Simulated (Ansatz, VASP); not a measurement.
# Two plane-wave programs on Fe

```xyz
4
Lattice="2.4510 0.0000 0.0000 -1.2255 2.1227 0.0000 0.0000 0.0000 7.8894" Properties=species:S:1:pos:R:3 pbc="T T T"
Fe    1.2255    2.1227    0.0000
Fe    0.0000    0.0000    3.9447
Fe    0.0000    1.4151    1.9723
Fe    1.2255    0.7076    5.9170
```

Alike in both runs: functional PBE; k mesh 14 × 14 × 4; occupations fermi-dirac, width 0.1 eV; no spin polarisation.

Ansatz relaxed the structure, and its values are those at the end. VASP's run is a single point on that final structure, the one shown.

|  | VASP | Ansatz |
| --- | --- | --- |
| version | VASP 6.6.1 | Ansatz 0.2.0 |
| potentials or method | VASP PAW PBE potentials, release 64 (Fe) | plane waves (420 eV) with PAW, scalar-relativistic |
| plane-wave cutoff (eV) | 520 | 420 |
| valence electrons in the cell | 32 | 64 |

VASP gave:

| Property | Result |
| --- | --- |
| pressure (GPa) | -0.7 |

Question: Which values does Ansatz return?

Answer: Pressure (GPa): 0.0.

The two sets of potentials don't hold the same shells in valence.

Caveats: the run has no spin polarisation, though such a crystal can be magnetic. Spin polarisation is off, so any magnetic state and its effect on volume and gap are missing.
